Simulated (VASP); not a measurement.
# KCl (Sylvite) (Fm-3m) in VASP: a series of runs

Runs on KCl (Sylvite). Level: PBE. Tasks: single point.

Program: VASP 6.6.1. These are calculated values, not measurements. Logs are shortened: lines on timing, memory, paths and dates and some standing lists are left out, and cuts for length are marked.

**The experiment to reproduce.**

From a printed reference work, monograph, for a bulk crystal of KCl: band gap 8.68 eV.

The runs below are set against these values where they give the same quantity.

**1. The cell of the first run**

It takes space group Fm-3m (No. 225, cubic). Conventional cell: a = 6.378 Å, b = 6.378 Å, c = 6.378 Å, α = 90.00°, β = 90.00°, γ = 90.00°. Within 4.2 Å of K (site symmetry m-3m) lie 6 Cl at 3.19 Å. Cl (site symmetry m-3m) has 6 K at 3.19 Å within 4.2 Å.

**2. Single point, PBE**

Input file INCAR:

```
SYSTEM = KCl
PREC = Accurate
ENCUT = 520
EDIFF = 1E-6
ISMEAR = 0
SIGMA = 0.02
LREAL = .False.
LASPH = .True.
NELM = 80
ALGO = Normal
ISIF = 2
LWAVE = .False.
LCHARG = .False.
GGA = PE
NBANDS = 15
```

Input file KPOINTS:

```
Automatic mesh
0
Gamma
  6 6 6
  0 0 0
```

Input file POSCAR:

```
KCl
1.0
    0.0000000000      3.1891817107      3.1891817107
    3.1891817107      0.0000000000      3.1891817107
    3.1891817107      3.1891817107      0.0000000000
K Cl
1 1
Direct
    0.0000000000      0.0000000000      0.0000000000
    0.5000000000      0.5000000000      0.5000000000
```

Potentials or basis: VASP PAW PBE potentials, release 64 (K_sv, Cl).

On the command line:

```sh
cat potpaw_PBE.64/K_sv/POTCAR potpaw_PBE.64/Cl/POTCAR > POTCAR
mpirun -np 1 vasp_std > vasp.out
```

OUTCAR:

```text
SYSTEM = KCl
   PREC = Accurate
   ENCUT = 520
   EDIFF = 1E-6
   ISMEAR = 0
   LREAL = .False.
   LASPH = .True.
   NELM = 80
   ISIF = 2
   GGA = PE

 ion  position               nearest neighbor table
   1  0.000  0.000  0.000-   2 3.19   2 3.19   2 3.19   2 3.19   2 3.19   2 3.19
   2  0.500  0.500  0.500-   1 3.19   1 3.19   1 3.19   1 3.19   1 3.19   1 3.19

  LATTYP: Found a face centered cubic cell.
 ALAT       =     6.3783634214

  Lattice vectors:

 A1 = (   0.0000000000,   3.1891817107,   3.1891817107)
 A2 = (   3.1891817107,   0.0000000000,   3.1891817107)
 A3 = (   3.1891817107,   3.1891817107,   0.0000000000)

Analysis of symmetry for initial positions (statically):
=====================================================================
 Subroutine PRICEL returns:
 Original cell was already a primitive cell.

 Routine SETGRP: Setting up the symmetry group for a
 face centered cubic supercell.

 Subroutine GETGRP returns: Found 48 space group operations
 (whereof 48 operations were pure point group operations)
 out of a pool of 48 trial point group operations.

The static configuration has the point symmetry O_h .

Analysis of symmetry for dynamics (positions and initial velocities):
=====================================================================
 Subroutine PRICEL returns:
 Original cell was already a primitive cell.

 Routine SETGRP: Setting up the symmetry group for a
 face centered cubic supercell.

 Subroutine GETGRP returns: Found 48 space group operations
 (whereof 48 operations were pure point group operations)
 out of a pool of 48 trial point group operations.

The dynamic configuration has the point symmetry O_h .

 Subroutine INISYM returns: Found 48 space group operations
 (whereof 48 operations are pure point group operations),
 and found     1 'primitive' translations

----------------------------------------------------------------------------------------

                                     Primitive cell

  volume of cell :      64.8736

  direct lattice vectors                    reciprocal lattice vectors
     0.000000000  3.189181711  3.189181711    -0.156780029  0.156780029  0.156780029
     3.189181711  0.000000000  3.189181711     0.156780029 -0.156780029  0.156780029
     3.189181711  3.189181711  0.000000000     0.156780029  0.156780029 -0.156780029

  length of vectors
     4.510184028  4.510184028  4.510184028     0.271550975  0.271550975  0.271550975

  position of ions in fractional coordinates (direct lattice)
     0.000000000  0.000000000  0.000000000
     0.500000000  0.500000000  0.500000000

  ion indices of the primitive-cell ions
   primitive index   ion index
                 1           1
                 2           2
[... 77 lines left out ...]
   EFERMI =   0.00;   METHOD = LEGACY
   ISMEAR =     0;   SIGMA  =   0.02  broadening in eV -4-tet -1-fermi 0-gaus
   EFERMI_NEDOS =   21; number of points for ismear=-14 and -15
   IALGO  =     38    algorithm
   IMIX   =      4    mixing-type and parameters
     AMIX     =   0.40;   BMIX     =  1.00
     AMIX_MAG =   1.60;   BMIX_MAG =  1.00
  volume/ion in A,a.u.               =      32.44       218.89
  Fermi-wavevector in a.u.,A,eV,Ry     =   1.026657  1.940101 14.340888  1.054026
  Thomas-Fermi vector in A             =   2.160562
   LORBIT       =      0    0 simple, 1 ext, 2 COOP (PROOUT), +10 PAW based schemes
   GGA     = PE    functional components
   LHFCALC =     F    Hartree Fock is set to
   AEXX    =    0.0000 exact exchange contribution
   IVDW    =     0    specifies the selected vdW correction
   LEPSILON=     F    determine dielectric tensor
   LRPA    =     F    only Hartree local field effects (RPA)
 non-spin polarized calculation
 Gauss-broadening in eV      SIGMA  =   0.02
  energy-cutoff  :      520.00
  volume of cell :       64.87
 maximum number of plane-waves:      1807
 NGX is ok and might be reduce to    36
   NGX = 17   NGY = 17   NGZ = 17

 number of electron      15.9999998 magnetization

 Free energy of the ion-electron system (eV)
  ---------------------------------------------------
  ext. energy  EPLUGINS =         0.00000000
  ---------------------------------------------------
  free energy    TOTEN  =        -6.81093024 eV

  energy without entropy =       -6.81093024  energy(sigma->0) =       -6.81093024

 E-fermi :  -1.8021     XC(G=0):  -7.3754

 val. band max:       -1.9980744369   @ k =   0.0000   0.0000   0.0000
 cond. band min:       3.0522229411   @ k =   0.0000   0.0000   0.0000
 fundamental gap:      5.0502973780
 Fermi energy:        -1.8021248179

 k-point     1 :       0.0000    0.0000    0.0000
  band No.  band energies     occupation
      1     -29.2968      2.00000
      2     -14.0718      2.00000
      3     -12.7567      2.00000
      4     -12.7567      2.00000
      5     -12.7567      2.00000
      6      -1.9981      2.00000
      7      -1.9981      2.00000
      8      -1.9981      2.00000
      9       3.0522      0.00000
     10       6.3568      0.00000
     11       6.3568      0.00000
     12       6.3568      0.00000
     13       7.2114      0.00000
     14       7.2114      0.00000
[... 257 lines left out ...]
      2     -14.0490      2.00000
      3     -12.8588      2.00000
      4     -12.8223      2.00000
      5     -12.7060      2.00000
      6      -2.5446      2.00000
      7      -2.3907      2.00000
      8      -2.3400      2.00000
      9       5.2438      0.00000
     10       6.8038      0.00000
     11       6.8852      0.00000
     12       8.0007      0.00000
     13       8.8126      0.00000
     14       9.5464      0.00000
     15      10.0694      0.00000

------------------------ aborting loop because EDIFF is reached ----------------------------------------

  FORCE on cell =-STRESS in cart. coord.  units (eV):
  Direction    XX          YY          ZZ          XY          YZ          ZX
  --------------------------------------------------------------------------------------
  -------------------------------------------------------------------------------------
  Total        0.0179302      0.0179302      0.0179302      0.0000000      0.0000000      0.0000000
  in kB        0.4428219      0.4428219      0.4428219      0.0000000      0.0000000      0.0000000
  external PRESSURE =       0.4428219 kB  Pullay stress =       0.0000000 kB

 VOLUME and BASIS-vectors are now :
 -----------------------------------------------------------------------------
  energy-cutoff  :      520.00
  volume of cell :       64.87
      direct lattice vectors                 reciprocal lattice vectors
     0.000000000  3.189181711  3.189181711    -0.156780029  0.156780029  0.156780029
     3.189181711  0.000000000  3.189181711     0.156780029 -0.156780029  0.156780029
     3.189181711  3.189181711  0.000000000     0.156780029  0.156780029 -0.156780029

 POSITION                                       TOTAL-FORCE (eV/Angst)
 -----------------------------------------------------------------------------------
      0.00000      0.00000      0.00000         0.000000      0.000000      0.000000
      3.18918      3.18918      3.18918        -0.000000     -0.000000     -0.000000
 -----------------------------------------------------------------------------------
    total drift:                                0.000000      0.000000      0.000000

  FREE ENERGIE OF THE ION-ELECTRON SYSTEM (eV)
  ---------------------------------------------------
  free  energy   TOTEN  =        -6.8109302382 eV

  energy  without entropy=       -6.8109302382  energy(sigma->0) =       -6.81093024
```

OSZICAR:

```text
N       E                     dE             d eps       ncg     rms          rms(c)
DAV:   1     0.104740634532E+03    0.10474E+03   -0.69520E+03   480   0.939E+02
DAV:   2    -0.706988668771E+00   -0.10545E+03   -0.97065E+02   613   0.243E+02
DAV:   3    -0.688442140128E+01   -0.61774E+01   -0.61418E+01   648   0.518E+01
DAV:   4    -0.711228166238E+01   -0.22786E+00   -0.22781E+00   771   0.930E+00
DAV:   5    -0.711412794555E+01   -0.18463E-02   -0.18462E-02   669   0.925E-01    0.316E+00
DAV:   6    -0.681285557157E+01    0.30127E+00   -0.43560E-01   606   0.325E+00    0.257E+00
DAV:   7    -0.679695065487E+01    0.15905E-01   -0.10869E-01   648   0.181E+00    0.150E+00
DAV:   8    -0.680952880789E+01   -0.12578E-01   -0.16998E-02   622   0.961E-01    0.184E-01
DAV:   9    -0.681030797576E+01   -0.77917E-03   -0.10890E-03   627   0.203E-01    0.994E-02
DAV:  10    -0.681092256486E+01   -0.61459E-03   -0.64832E-04   522   0.161E-01    0.217E-02
DAV:  11    -0.681092646565E+01   -0.39008E-05   -0.23284E-05   666   0.268E-02    0.490E-03
DAV:  12    -0.681092984140E+01   -0.33757E-05   -0.38575E-06   528   0.141E-02    0.482E-03
DAV:  13    -0.681093023817E+01   -0.39677E-06   -0.56425E-07   506   0.425E-03
   1 F= -.68109302E+01 E0= -.68109302E+01  d E =-.321306E-45
```

It took 53 s on 1 thread of AMD EPYC 7R13, shared host; peak memory 0.17 GiB.

Results:

| Quantity | Value |
| --- | --- |
| Free energy | -6.8109 eV |
| Pressure | 0.0 GPa |
| Band gap on the k mesh | 5.05 eV, direct |

Levels at points of the mesh, in eV from the valence-band top:
```csv
k point,band 4,band 5,band 6,band 7,band 8,band 9,band 10,band 11,band 12,band 13
"(0.00, 0.00, 0.00)",-10.76,-10.76,0.00,0.00,0.00,5.05,8.35,8.35,8.35,9.21
"(0.50, 0.00, 0.00)",-10.77,-10.54,-0.99,-0.29,-0.29,7.47,8.44,10.39,10.39,11.26
"(0.50, 0.50, 0.00)",-10.81,-10.81,-0.63,-0.21,-0.21,6.56,8.16,9.83,10.16,10.46
```

**3. Single point, PBE (volume scaled by 1.03)**

Input file INCAR:

```
SYSTEM = KCl
  ALGO = Normal
  EDIFF = 1E-6
  ENCUT = 520
  GGA = PE
  ISIF = 2
  ISMEAR = 0
  LASPH = .TRUE.
  LCHARG = .TRUE.
  LELF = .TRUE.
  LREAL = .FALSE.
  LVHAR = .TRUE.
  LWAVE = .FALSE.
  NBANDS = 15
  NELM = 60
  PREC = Accurate
  SIGMA = 0.02
```

Input file KPOINTS:

```
k-points
0
G
  6 6 6
  0 0 0
```

Input file POSCAR:

```
KCl
1.0
    0.0000000000      3.2207598209      3.2207598209
    3.2207598209      0.0000000000      3.2207598209
    3.2207598209      3.2207598209      0.0000000000
K Cl
1 1
Direct
    0.0000000000      0.0000000000      0.0000000000
    0.5000000000      0.5000000000      0.5000000000
```

Potentials or basis: VASP PAW PBE potentials, release 64 (K_sv, Cl).

On the command line:

```sh
cat potpaw_PBE.64/K_sv/POTCAR potpaw_PBE.64/Cl/POTCAR > POTCAR
mpirun -np 1 vasp_std > vasp.out
```

Wall time 55 s (1 thread of AMD EPYC 7R13, shared host); peak memory 0.17 GiB.

It converged, with:

```
Free energy            : -6.8091 eV
Pressure               : -0.4 GPa
Band gap on the k mesh : 4.95 eV, direct
```

Levels at points of the mesh, in eV from the valence-band top:
| k point | band 4 | band 5 | band 6 | band 7 | band 8 | band 9 | band 10 | band 11 | band 12 | band 13 |
| --- | --- | --- | --- | --- | --- | --- | --- | --- | --- | --- |
| (0.00, 0.00, 0.00) | -10.83 | -10.83 | 0.00 | 0.00 | 0.00 | 4.95 | 8.33 | 8.33 | 8.33 | 9.17 |
| (0.50, 0.00, 0.00) | -10.84 | -10.63 | -0.94 | -0.27 | -0.27 | 7.38 | 8.32 | 10.29 | 10.29 | 11.15 |
| (0.50, 0.50, 0.00) | -10.88 | -10.88 | -0.61 | -0.21 | -0.21 | 6.58 | 8.03 | 9.66 | 10.09 | 10.34 |

**4. Single point, PBE (volume scaled by 1.06)**

Input file INCAR:

```
  PREC = Accurate
  ENCUT = 520
  EDIFF = 1E-6
  ISMEAR = 0
  SIGMA = 0.02
  LREAL = False
  LASPH = True
  NELM = 100
  ALGO = Normal
  ISIF = 2
  LWAVE = False
  LCHARG = False
  GGA = PE
  NBANDS = 15
```

Input file KPOINTS:

```
regular mesh
0
Gamma
  6 6 6
```

Input file POSCAR:

```
KCl
1.0
    0.0000000000      3.2517305652      3.2517305652
    3.2517305652      0.0000000000      3.2517305652
    3.2517305652      3.2517305652      0.0000000000
K Cl
1 1
Direct
    0.0000000000      0.0000000000      0.0000000000
    0.5000000000      0.5000000000      0.5000000000
```

On the command line:

```sh
cat potpaw_PBE.64/K_sv/POTCAR potpaw_PBE.64/Cl/POTCAR > POTCAR
mpirun -np 1 vasp_std > vasp.out
```

Wall time 32 s (1 thread of AMD EPYC 7R13, shared host); peak memory 0.17 GiB.

The run converged. Its results:

- Free energy: -6.8021 eV
- Pressure: -0.8 GPa
- Band gap on the k mesh: 4.86 eV, direct

Levels at points of the mesh, in eV from the valence-band top:
```csv
k point,band 6,band 7,band 8,band 9,band 10,band 11
"(0.00, 0.00, 0.00)",0.00,0.00,0.00,4.86,8.31,8.31
"(0.50, 0.00, 0.00)",-0.89,-0.25,-0.25,7.30,8.20,10.19
"(0.50, 0.50, 0.00)",-0.59,-0.20,-0.20,6.59,7.91,9.50
```

**5. The runs side by side**

| cell | gap on the mesh (eV) | pressure (GPa) |
| --- | --- | --- |
| a = 4.510 Å, angles 60.0°, 2 atoms | 5.05 | 0.0 |
| a = 4.555 Å, angles 60.0°, 2 atoms | 4.95 | -0.4 |
| a = 4.599 Å, angles 60.0°, 2 atoms | 4.86 | -0.8 |

Alike in all rows: task single point; level PBE; potentials or basis VASP PAW PBE potentials, release 64 (K_sv, Cl); no spin polarisation; k mesh 6 × 6 × 6; cutoff (eV) 520; smearing gaussian 0.02 eV.

Total energies depend on the potentials used, so only differences within one code and one set of settings carry meaning.

**6. Comparison with measurements**

Step 2. Measured gap of KCl: 8.68 eV (a printed reference work, monograph). This calculation gives 5.05 eV (-3.63 eV). The value is that of PBE, without temperature or zero-point motion. Semilocal functionals fall short of measured gaps as a rule.
